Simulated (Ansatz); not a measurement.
# ZrB2: density of states with PBEsol+U

Crystal: ZrB2.

```
CELL_PARAMETERS angstrom
3.17000 0.00000 0.00000
-1.58500 2.74530 0.00000
0.00000 0.00000 3.53300
ATOMIC_POSITIONS crystal
Zr 0.00000 0.00000 0.00000
B 0.66667 0.33333 0.50000
B 0.33333 0.66667 0.50000
```

| Property | Result |
| --- | --- |
| Program | Ansatz 0.2.0 |
| Task | density of states |
| Functional | PBEsol |
| Potentials or basis | all-electron LAPW, scalar-relativistic |
| Cutoff | 255 eV (chosen from the basis error) |
| Basis error allowed | 0.002 eV/atom |
| k mesh | 10 × 10 × 8 |
| Occupations | fermi-dirac, width 0.05 eV |
| Spin | no spin polarisation |
| Hubbard terms | Zr d U = 8 eV |

```yaml
Pressure: 4.0 GPa
Band_gap_on_the_k_mesh: none (metal or under the smearing width)
```

Stress tensor (GPa, compression positive):
```
1.85 0.00 0.00
0.00 1.85 0.00
0.00 0.00 8.19
```

Levels at points of the mesh, in eV from the Fermi level:
```tsv
k point	band 16	band 17	band 18	band 19	band 20	band 21	band 22	band 23	band 24
(0.00, 0.00, 0.00)	-13.44	-3.16	-2.97	-2.97	-2.18	3.80	3.80	3.90	3.90
(0.00, 0.00, -0.50)	-11.40	-7.83	-1.50	-1.50	0.50	0.50	0.71	0.71	2.21
(0.00, -0.50, 0.00)	-9.45	-9.18	-3.92	-3.67	-2.50	1.47	2.76	4.74	4.98
(0.00, -0.50, -0.50)	-9.92	-7.67	-4.85	-4.43	-2.96	3.28	4.00	5.12	6.11
```

States per cell in windows of 0.5 eV (zero at the Fermi level; states under -8 eV left out):
| from (eV) | total |
| --- | --- |
| -8.0 | 0.37 |
| -7.5 | 0.27 |
| -7.0 | 0.30 |
| -6.5 | 0.38 |
| -6.0 | 0.39 |
| -5.5 | 0.55 |
| -5.0 | 0.59 |
| -4.5 | 0.74 |
| -4.0 | 1.17 |
| -3.5 | 0.73 |
| -3.0 | 0.66 |
| -2.5 | 0.42 |
| -2.0 | 0.40 |
| -1.5 | 0.37 |
| -1.0 | 0.18 |
| -0.5 | 0.08 |
| 0.0 | 0.12 |
| 0.5 | 0.31 |
| 1.0 | 0.58 |
| 1.5 | 0.58 |
| 2.0 | 0.57 |
| 2.5 | 0.69 |
| 3.0 | 0.70 |
| 3.5 | 0.85 |
| 4.0 | 1.12 |
| 4.5 | 1.02 |
| 5.0 | 0.61 |
| 5.5 | 0.53 |

Run time: 21 s on 2 threads of Intel(R) Xeon(R) Processor @ 2.50GHz (Skylake/Cascade Lake) (shared host), peak memory 0.37 GiB.

Caveat: U is the effective U less J, on atomic orbitals that reach past the spheres; U without spin polarisation on a metal has little footing; the U is typed as a test and isn't derived for this compound.
